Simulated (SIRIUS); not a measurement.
# ZrO2 under changes of volume

One of the cells (11.210 Å³/atom); the others are scaled copies at fixed shape and fractional positions:

```
Zr O
1.0
     0.00000    2.56193    2.56193
     2.56193    0.00000    2.56193
     2.56193    2.56193    0.00000
Zr O
1 2
Cartesian
  0.0000 0.0000 0.0000
  3.8429 3.8429 3.8429
  1.2810 1.2810 1.2810
```

Measurements of this composition are mostly on another form, of space group No. 14.

| Quantity | Value |
| --- | --- |
| Program | SIRIUS 7.12.0 |
| Functional | PBEsol |
| Potentials or basis | PseudoDojo 0.4.1 PBEsol standard (scalar relativistic) |
| Cutoff | 1152 eV |
| Density cutoff | 4606 eV |
| k mesh | 9 × 9 × 9 |
| Occupations | fermi-dirac, width 0.05 eV |
| Spin | no spin polarisation |

```csv
volume (Å³/atom),energy over the lowest point (meV/atom),pressure (GPa),gap on the mesh (eV)
10.331,18.04,12.6,3.51
10.551,4.99,6.4,3.45
10.770,0.00,0.9,3.40
11.210,11.02,-8.6,3.29
11.430,25.65,-12.7,3.24
11.650,?,?,?
```

Problem. What does the run at 11.650 Å³/atom give?

Solution. Energy over the lowest point 45.55 meV/atom; pressure -16.3 GPa; gap on the mesh 3.18 eV.

Worked out: A Birch-Murnaghan fit of order 3 (a polynomial in V^(-2/3)) to the other rows has its minimum at 10.81 Å³/atom with B0 = V·E''(V) = 255 GPa and B' = 4.2. It gives 45.56 meV/atom at 11.650 Å³/atom, against the run's 45.55, and -dE/dV = -16.3 GPa, against -16.3. A straight line through the other rows of the gap, of slope -2.67 eV per unit of ln V, extrapolates to 3.19 eV, against the run's 3.18.

Energies are extrapolated to zero smearing.

Caveats: an odd mesh through Γ misses points on the zone boundary, where band edges often lie. Spin-orbit coupling on Zr is left out.
